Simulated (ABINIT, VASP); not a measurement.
# ScAl3: equilibrium volume by level of theory

**What was measured.** The equilibrium volume of ScAl3 (Pm-3m) is reported as 17.27 Å³/atom at 300 K (pmc:8067998, doi:10.3390/ma14081837). The runs below try to reproduce it.

```
CELL_PARAMETERS angstrom
4.08781 0.00000 0.00000
0.00000 4.08781 0.00000
0.00000 0.00000 4.08781
ATOMIC_POSITIONS crystal
Sc 0.00000 0.00000 0.00000
Al 0.50000 0.50000 0.00000
Al 0.00000 0.50000 0.50000
Al 0.50000 0.00000 0.50000
```

```tsv
rung	level	program and potentials	cutoff (eV)	k mesh	smearing	equilibrium volume (Å³/atom)	miss	notes
LDA	LDA	ABINIT, JTH PAW LDA v2.0	408	5 × 5 × 5	fermi-dirac 0.05	16.37	-5.2 %	-
GGA + dispersion	PBEsol+D3(BJ)	VASP, PBE PAW files Al, Sc_sv, 600 eV	600	7 × 7 × 7	fermi-dirac 0.05	16.25	-5.9 %	potentials made for PBE
non-local van der Waals functional	BEEF-vdW	VASP, PBE PAW files Al, Sc_sv, 600 eV	600	7 × 7 × 7	fermi-dirac 0.05	17.16	-0.6 %	potentials made for PBE
non-local van der Waals functional	PBE+rVV10	VASP, PBE PAW files Al, Sc_sv, 600 eV	600	7 × 7 × 7	fermi-dirac 0.05	17.19	-0.5 %	-
non-local van der Waals functional	optB86b-vdW	VASP, PBE PAW files Al, Sc_sv, 600 eV	600	7 × 7 × 7	fermi-dirac 0.05	17.11	-0.9 %	potentials made for PBE
non-local van der Waals functional	rev-vdW-DF2	VASP, PBE PAW files Al, Sc_sv, 600 eV	600	7 × 7 × 7	fermi-dirac 0.05	17.12	-0.9 %	potentials made for PBE
non-local van der Waals functional	vdW-DF-cx	VASP, PBE PAW files Al, Sc_sv, 600 eV	600	7 × 7 × 7	fermi-dirac 0.05	17.03	-1.4 %	potentials made for PBE
non-local van der Waals functional	vdW-DF2	VASP, PBE PAW files Al, Sc_sv, 600 eV	600	7 × 7 × 7	fermi-dirac 0.05	17.71	+2.5 %	potentials made for PBE
```

Task: relaxation of cell and atoms. All rows: no spin polarisation. Smearing widths are in eV. For a metal such meshes aren't converged. Meshes differ between rows, which moves values too. Meshes are those of the run's cell of 4 atoms unless a note names another. Relaxations start from the cell shown or near it and stop with a little pressure left. The cell shown, of 17.08 Å³ an atom, is the runs' start and not the measured value. Misses use the values as printed. Runs on faulty files, with rough fits or with known faults for this quantity aren't shown. No row holds spin-orbit coupling.

By rung: LDA 16.37; GGA + dispersion 16.25; non-local van der Waals functional 17.03 to 17.71 (Å³/atom). Measured: 17.27 Å³/atom at 300 K (pmc:8067998, doi:10.3390/ma14081837). Closest is PBE+rVV10 (-0.5 %). The runs are for a static lattice, while measurements hold temperature and zero-point motion.
